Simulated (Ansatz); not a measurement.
# Se on K(100): change of the work function

How does Se on the hollow site change the work function of K(100) as the layer fills?

Method: plane-wave DFT, PBE, Ansatz PAW, in the first sound run; inputs show where later runs differ, in Ansatz 0.2.0.

Report form: the programs' logs are mostly left out.

**1. Starting point**

The cell holds 5 atoms: 5 K. Cell: a = 5.230 Å, b = 5.230 Å, c = 28.460 Å, α = 90.0°, β = 90.0°, γ = 90.0°. Vacuum lies along c.

**2. The clean slab**

The bare slab comes first, as the zero from which every change is counted. The two lowest layers are held at bulk places and the upper ones relax. The dipole correction removes the false field that a one-sided slab makes across the periodic vacuum, so each face gets a flat vacuum level of its own.

Input file input.yaml:

```yaml
crystal:
  lattice:
    - [5.23, 0.0, 0.0]
    - [0.0, 5.23, 0.0]
    - [0.0, 0.0, 28.46]
  atoms:
    - { symbol: K, position: [0.0, 0.0, 0.3162333099] }
    - { symbol: K, position: [0.5, 0.5, 0.408116655] }
    - { symbol: K, position: [0.0, 0.0, 0.5] }
    - { symbol: K, position: [0.5, 0.5, 0.591883345] }
    - { symbol: K, position: [0.0, 0.0, 0.6837666901] }
kpoints:
  mp_grid: { grid: [6, 6, 1] }
hamiltonian:
  xc: pbe
scf:
  occupations: { method: fermi_dirac, width: 0.1 }
  convergence: { dr2_threshold: 1.0e-08 }
efield:
  axis: 3
  dipole_correction: true
  ramp_position: 0.97
  ramp_width: 0.06
relax:
  f_tol: 0.02
  max_steps: 60
  constraints: [{ sites: [0, 1] }]
output:
  write_potential: true
  write_density: true
  volumetric_format: npy
```

Command:

```sh
$ ansatz run input.yaml --threads 4 --pin off --max-ram 12288MiB --backend cpu --events-out ev --progress --plain --runs-dir out
```

It took 12 s on 4 threads of Arm Neoverse V2, shared host; peak memory 0.9 GiB; 46 s of CPU time.

Step by step:

```
step  energy less that of the first step (eV)  largest force component (eV/Å)
   1                                   0.0000                          0.0258
   2                                  -0.0003                          0.0235
   3                                  -0.0022                          0.0033
```

The run keeps the 8 symmetry operations that it works with, so distortions that break them were not tested.

The atoms that moved most (Å):

```
atom     dx     dy     dz  length
  K5  0.000  0.000  0.212   0.212
  K4  0.000  0.000  0.111   0.111
  K3  0.000  0.000  0.049   0.049
```

Final coordinates:

```xyz
5
Lattice="5.2300 0.0000 0.0000 0.0000 5.2300 0.0000 0.0000 0.0000 28.4600" Properties=species:S:1:pos:R:3
K     0.0000    0.0000    9.0000
K     2.6150    2.6150   11.6150
K     0.0000    0.0000   14.2787
K     2.6150    2.6150   16.9563
K     0.0000    0.0000   19.6721
```

Numbers from this step:

```yaml
energy_at_zero_smearing: -7688.5177 eV
work_function_upper_face: 2.241 eV
dipole_along_the_normal: 4.94e-4 e·Å
```

Running mean over 2.615 Å of the planar mean; the ramp of the sawtooth is left out. The electron's electrostatic potential energy less the Fermi level by z:

```
z (Å)  electron's electrostatic potential energy less the Fermi level (eV)
    4                                                                 2.24
    5                                                                 2.21
    6                                                                 2.11
    7                                                                 1.65
    8                                                               0.0341
    9                                                               -0.710
   10                                                               -0.723
   11                                                               -0.674
   12                                                               -0.651
   13                                                               -0.586
   14                                                               -0.637
   15                                                               -0.603
   16                                                               -0.584
   17                                                               -0.630
   18                                                               -0.512
   19                                                               -0.635
   20                                                               -0.611
   21                                                                0.615
   22                                                                 1.88
   23                                                                 2.16
   24                                                                 2.22
   25                                                                 2.24
```

The relaxation took 3 steps and lowered the energy by 0.0022 eV; the largest force on the free atoms ends at 0.0033 eV/Å.

The work function of the upper face is 2.24 eV.

**3. Adsorbate added, k-mesh 2×2×1, coverage 0.111 ML**

System of this step: K45Se (Se/K(100)). The cell holds 46 atoms: 45 K and 1 Se. Its edges and angles: a = 15.690 Å, b = 15.690 Å, c = 29.172 Å, α = 90.0°, β = 90.0°, γ = 90.0°. Vacuum lies along c.

The clean slab as it ended is repeated in the plane and the adsorbate is set on one face; the cell's size fixes the coverage, and the k-mesh shrinks with it to keep the sampling density about even. Adsorbate and upper layers relax, since the dipole depends on the height.

Input file input.yaml:

```yaml
crystal:
  lattice:
    - [15.69, 0.0, 0.0]
    - [0.0, 15.69, 0.0]
    - [0.0, 0.0, 29.1720629534]
  atoms:
    - { symbol: K, position: [0.0, 0.0, 0.3085143486] }
    - { symbol: K, position: [0.1666666667, 0.1666666667, 0.3981549066] }
    - { symbol: K, position: [0.0, 0.0, 0.4894652658] }
    - { symbol: K, position: [0.1666666667, 0.1666666667, 0.5812524765] }
    - { symbol: K, position: [0.0, 0.0, 0.6743459653] }
    - { symbol: K, position: [0.0, 0.3333333333, 0.3085143486] }
    - { symbol: K, position: [0.1666666667, 0.5, 0.3981549066] }
    - { symbol: K, position: [0.0, 0.3333333333, 0.4894652658] }
[... 34 atom lines left out ...]
    - { symbol: K, position: [0.6666666667, 0.6666666667, 0.4894652658] }
    - { symbol: K, position: [0.8333333333, 0.8333333333, 0.5812524765] }
    - { symbol: K, position: [0.6666666667, 0.6666666667, 0.6743459653] }
    - { symbol: Se, position: [0.1666666667, 0.1666666667, 0.6914856514] }
kpoints:
  mp_grid: { grid: [2, 2, 1] }
hamiltonian:
  xc: pbe
scf:
  occupations: { method: fermi_dirac, width: 0.1 }
  convergence: { dr2_threshold: 1.0e-08 }
efield:
  axis: 3
  dipole_correction: true
  ramp_position: 0.97
  ramp_width: 0.06
relax:
  f_tol: 0.02
  max_steps: 60
  constraints:
    - { sites: [0, 1, 5, 6, 10, 11, 15, 16, 20, 21, 25, 26, 30, 31, 35, 36, 40, 41] }
output:
  bader: true
  write_potential: true
  write_density: true
  volumetric_format: npy
```

The job ended after 17 min (4 threads; peak memory 10 GiB).

The steps of the relaxation:

```
step  energy less that of the first step (eV)  largest force component (eV/Å)
   1                                   0.0000                          0.4636
   2                                  -0.1416                          0.3702
   3                                  -0.4500                          0.2139
   4                                  -0.6318                          0.1018
   5                                  -0.6633                          0.0884
   6                                  -0.6693                          0.0465
   7                                  -0.6710                          0.0021
```

Forces are held to the 8 operations that the run works with; a distortion that breaks them can't arise in this run.

The atoms that moved most (Å):

```
atom      dx      dy      dz  length
 K25  -0.375  -0.375   0.138   0.548
 K10   0.375  -0.375   0.138   0.548
 K20  -0.375   0.375   0.138   0.548
  K5   0.375   0.375   0.138   0.548
Se46   0.000   0.000  -0.256   0.256
 K44   0.126   0.126   0.142   0.228
 K29  -0.126   0.126   0.142   0.228
 K39   0.126  -0.126   0.142   0.228
```

This step gave:

| Quantity | Value |
| --- | --- |
| energy at zero smearing | -74668.5489 eV |
| work function, upper face | 2.232 eV |
| dipole along the normal | 0.005973 e·Å |

Running mean over 2.615 Å of the planar mean; the ramp of the sawtooth is left out. The electron's electrostatic potential energy less the Fermi level by z:

```
z (Å)  electron's electrostatic potential energy less the Fermi level (eV)
    4                                                                 2.23
    5                                                                 2.21
    6                                                                 2.10
    7                                                                 1.65
    8                                                               0.0248
    9                                                               -0.722
   10                                                               -0.735
   11                                                               -0.683
   12                                                               -0.659
   13                                                               -0.592
   14                                                               -0.640
   15                                                               -0.603
   16                                                               -0.567
   17                                                               -0.621
   18                                                               -0.435
   19                                                               -0.652
   20                                                               -0.729
   21                                                                0.432
   22                                                                 1.86
   23                                                                 2.15
   24                                                                 2.22
   25                                                                 2.23
```

The relaxation took 7 steps and lowered the energy by 0.67 eV; the largest force on the free atoms ends at 0.0021 eV/Å.

The covered face has 2.23 eV, -0.01 eV against the clean one; the bare back face has moved by -0.01 eV, a measure of how thin the slab is. The added atoms end 0.1 Å over the highest substrate atom on average, so this is no overlayer any more.

(Continued in part 2 of 3.)

[Logs are printed without paths, hosts, clocks, repeated set-up lines and the standing remarks that a program may print on its own settings, such as how far it seeks lower states.]

[Hosts, paths, dates, database ids (printed as entryN), source tags and the programs' standing remarks are cut or masked in the printed files.]

[Maps of the electrostatic potential energy from Ansatz leave out the sawtooth potential of an applied field or a dipole correction, so their vacuum need not be flat; planar profiles and work functions include it.]
